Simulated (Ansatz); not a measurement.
# A Cd vacancy in wurtzite CdSe, 95 atoms, charge −1

All numbers below come from DFT, PBEsol, PAW, plane waves (Ansatz 0.2.0).

Command:

```sh
ansatz run in.yaml --threads 8 --pin off --max-ram 118750MiB --runs-dir r --events-out ev --progress --plain --backend cuda --devices 0, --max-vram 170GiB
```

The input less its lattice and atoms (starting moments on atoms near the defect: 1 μB in all):

```yaml
crystal:
  symmetry: { detect: false }
kpoints:
  mp_grid: { grid: [1, 1, 1], shift: [0.25, 0.25, 0.25] }
hamiltonian:
  xc: pbesol
total_charge: -1
magnetization:
  spin_polarized: true
scf:
  occupations: { method: fermi_dirac, width: 0.01 }
relax:
  f_tol: 0.03
  max_steps: 80
  escape_saddle: false
  adjacent_minimum: "off"
output:
  forces: true
  eigenvalues: true
  populations: true
  charged_corrections: { epsilon: 9.5 }
```

Start:

```xyz
95
Lattice="12.9067 0.0000 0.0000 0.0000 14.9033 0.0000 0.0000 0.0000 14.0415" Properties=species:S:1:pos:R:3 pbc="T T T"
Cd   12.8947    2.4851    0.0274
Cd    0.0226    2.5247    7.0271
Cd    4.3006    2.4911    0.0005
Cd    4.3202    2.4701    7.0379
Cd    2.1554    6.1938   14.0335
Cd    2.1284    6.2178    7.0116
Cd   12.8878    9.9057    0.0316
Cd    0.0353    9.9832    7.0115
Cd    8.6094    2.5044    0.0198
Cd    8.6304    2.4879    7.0392
Cd    6.4636    6.2053    0.0082
Cd    4.3012    9.9198    0.0283
Cd    4.2895    9.9213    7.0205
Cd    2.1556   13.6495    0.0092
Cd    2.1573   13.6485    7.0053
Cd   10.7782    6.2349    0.0133
Cd   10.7599    6.1789    7.0110
Cd    8.5925    9.9774   14.0343
Cd    8.6081    9.9721    7.0013
Cd    6.4559   13.6801    0.0061
Cd    6.4748   13.6412    7.0211
Cd   10.7747   13.6744   14.0334
Cd   10.7823   13.6499    7.0495
Cd    2.1587    1.2568    3.5335
Cd    2.1328    1.2661   10.5309
Cd    0.0208    4.9480    3.5152
Cd   12.8927    4.9511   10.5317
Cd    6.4542    1.2268    3.4943
Cd    6.4307    1.2625   10.4941
Cd    4.3139    4.9582    3.4926
Cd    4.2789    4.9649   10.5616
Cd    2.1612    8.7022    3.5110
Cd    2.1394    8.7075   10.5190
Cd   12.8647   12.3992    3.5540
Cd   12.8743   12.4178   10.5428
Cd   10.7637    1.2363    3.5086
Cd   10.7705    1.2230   10.4979
Cd    8.6208    4.9921    3.4856
Cd    8.5987    4.9484   10.5222
Cd    6.4625    8.6783    3.4927
Cd    6.4494    8.6878   10.5408
Cd    4.3207   12.4170    3.5201
Cd    4.2726   12.4073   10.5162
Cd   10.7680    8.6806    3.5207
Cd   10.7575    8.6702   10.5422
Cd    8.6034   12.4300    3.5382
Cd    8.6239   12.4027   10.5228
Se   12.8953    2.4877    2.6423
Se   12.9053    2.4755    9.6280
Se    4.2926    2.5200    2.6164
Se    4.2844    2.4849    9.6644
Se    2.1328    6.1928    2.6390
Se    2.1629    6.2411    9.6696
Se    0.0118    9.9246    2.6408
Se    0.0144    9.9250    9.6568
Se    8.5722    2.4804    2.6861
Se    8.6270    2.5003    9.6555
Se    6.4245    6.1747    2.6280
Se    6.4786    6.2381    9.6595
Se    4.2785    9.9518    2.6232
Se    4.3008    9.9695    9.6599
Se    2.1712   13.6769    2.6583
Se    2.1787   13.6777    9.6734
Se   10.7503    6.1948    2.6170
Se   10.7558    6.2244    9.6625
Se    8.6272    9.9316    2.6638
Se    8.5966    9.9332    9.6633
Se    6.4474   13.6479    2.6638
Se    6.4963   13.6779    9.6684
Se   10.7454   13.6489    2.6287
Se   10.7780   13.6497    9.6539
Se    2.1656    1.2484    6.1576
Se    2.1506    1.2624   13.1445
Se    0.0157    4.9617    6.1600
Se    0.0202    4.9964   13.1979
Se    6.4466    1.2103    6.1164
Se    6.4859    1.2530   13.1830
Se    4.3576    4.9537    6.1340
Se    4.3144    4.9995   13.1968
Se    2.1618    8.7392    6.1323
Se    2.1612    8.6596   13.2087
Se   12.9048   12.4089    6.1243
Se   12.8934   12.3884   13.1813
Se   10.7187    1.2046    6.1419
Se   10.7747    1.2290   13.1720
Se    8.5795    4.9843    6.1848
Se    8.5902    4.9900   13.1479
Se    6.4176    8.6788    6.1775
Se    6.4404    8.6950   13.1720
Se    4.3163   12.4475    6.1567
Se    4.2951   12.4025   13.1809
Se   10.7769    8.7075    6.1355
Se   10.7636    8.7119   13.2149
Se    8.6125   12.4248    6.1354
Se    8.5994   12.4022   13.1903
```

Steps:

```csv
step,energy less the first (eV),largest force component (eV/Å)
start,0.000,0.660
1,-0.645,0.521
2,-0.760,0.128
3,-0.769,0.023
```

End:

```
Cd Se
1.0
    12.90667    0.00000    0.00000
     0.00000   14.90334    0.00000
     0.00000    0.00000   14.04153
Cd Se
47 48
Direct
  0.00013 0.16737 0.00073
  0.99964 0.16770 0.49900
  0.33388 0.16846 0.00040
  0.33285 0.17742 0.49663
  0.16846 0.41614 0.00044
  0.17542 0.41169 0.49715
  0.00022 0.66563 0.00014
  0.00076 0.66561 0.50000
  0.66577 0.16862 0.00128
  0.66398 0.17521 0.49815
  0.50005 0.41649 0.00139
  0.33507 0.66489 0.00074
  0.34181 0.65992 0.49765
  0.16758 0.91668 0.00059
  0.16839 0.91656 0.49996
  0.83207 0.41665 0.00088
  0.82589 0.41386 0.49764
  0.66571 0.66545 0.00056
  0.65809 0.66151 0.49667
  0.50000 0.91711 0.00015
  0.49951 0.91734 0.49969
  0.83325 0.91705 0.00041
  0.83177 0.91718 0.50038
  0.16800 0.08420 0.25130
  0.16844 0.08476 0.74967
  0.00030 0.33438 0.25154
  0.00062 0.33429 0.74928
  0.49951 0.08447 0.25173
  0.49946 0.08562 0.74823
  0.33436 0.33408 0.26137
  0.34446 0.33887 0.74571
  0.16797 0.58250 0.25138
  0.16906 0.58195 0.74789
  0.00008 0.83319 0.25052
  0.00037 0.83330 0.75005
  0.83213 0.08438 0.25116
  0.83189 0.08490 0.75002
  0.66433 0.33543 0.25949
  0.65721 0.33907 0.74671
  0.50069 0.58111 0.26016
  0.50160 0.57299 0.74618
  0.33415 0.83196 0.25100
  0.33438 0.83143 0.74937
  0.83301 0.58293 0.25141
  0.83237 0.58237 0.74777
  0.66621 0.83213 0.25087
  0.66617 0.83163 0.74962
  0.00010 0.16674 0.18898
  0.00002 0.16639 0.68788
  0.33353 0.16889 0.18849
  0.33307 0.16892 0.68664
  0.16850 0.41559 0.18861
  0.16856 0.41520 0.68703
  0.00066 0.66622 0.18834
  0.00088 0.66640 0.68840
  0.66616 0.16903 0.18944
  0.66649 0.16903 0.68747
  0.49916 0.41645 0.18797
  0.50108 0.41676 0.66574
  0.33577 0.66524 0.18882
  0.33626 0.66527 0.68708
  0.16753 0.91674 0.18887
  0.16766 0.91680 0.68858
  0.83195 0.41579 0.18902
  0.83255 0.41538 0.68734
  0.66536 0.66558 0.18865
  0.66554 0.66602 0.68662
  0.50015 0.91733 0.18848
  0.50028 0.91746 0.68824
  0.83305 0.91706 0.18876
  0.83301 0.91715 0.68869
  0.16794 0.08399 0.43923
  0.16701 0.08360 0.93831
  0.99978 0.33497 0.43925
  0.00004 0.33410 0.93822
  0.49850 0.08465 0.43944
  0.50004 0.08371 0.93742
  0.35120 0.34319 0.44478
  0.33429 0.33396 0.93529
  0.16790 0.58228 0.43904
  0.16734 0.58313 0.93712
  0.99988 0.83390 0.43885
  0.00016 0.83330 0.93853
  0.83044 0.08503 0.43928
  0.83269 0.08406 0.93871
  0.65207 0.34180 0.44400
  0.66620 0.33400 0.93588
  0.50083 0.56571 0.44406
  0.50047 0.58224 0.93544
  0.33422 0.83012 0.43904
  0.33365 0.83232 0.93814
  0.83298 0.58359 0.43903
  0.83329 0.58329 0.93693
  0.66583 0.83169 0.43882
  0.66668 0.83283 0.93831
```

The run converged.

Time: 15 s of wall time on one NVIDIA GB200 with 8 processor threads, on a host shared with other runs; peak host memory 3 GiB.

Task: How much energy did the relaxation gain, and which atom moved most?

Result: 0.77 eV in 3 steps, from a start with small random displacements; atom 59 (Se) moved 0.31 Å, the median atom 0.04 Å (drift of the whole cell removed).

The moment started at 1 μB and ended at 0.9 μB; no other spin state is shown. The one k point has no symmetry partners, which can distort the end along one axis.
